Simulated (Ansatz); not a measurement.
# Be2C

```
CELL_PARAMETERS angstrom
0.00000 2.16500 2.16500
2.16500 0.00000 2.16500
2.16500 2.16500 0.00000
ATOMIC_POSITIONS crystal
Be 0.25000 0.25000 0.25000
Be 0.75000 0.75000 0.75000
C 0.00000 0.00000 0.00000
```

Atoms are numbered in the order listed.

The cell is COD entry 9009053, as deposited and not checked against the literature; nothing was relaxed.

Computed with DFT, PBE, all-electron LAPW, scalar-relativistic in Ansatz 0.2.0.

The runs use a Γ-centred 14×14×14 k mesh, Fermi–Dirac smearing of 0.08 eV, basis error target 0.5 meV/atom, no spin polarisation.

```json
{
 "Band gap": "1.17 eV, indirect from Γ to X (0.5, 0, 0.5)",
 "Volume per atom": "6.77 Å³"
}
```

(1) Predict this quantity. Pressure at this cell.

(2) Predict this quantity. Löwdin charges (with 0.60 e of the cell spilling out of the atomic basis, so their sizes and signs hang on that basis).

(3) Give the computed value. Smallest direct gap on the path.

Results:

(1) -0.32 GPa.

(2) Be1 1.44, C3 -2.27 e.

(3) 4.13 eV.
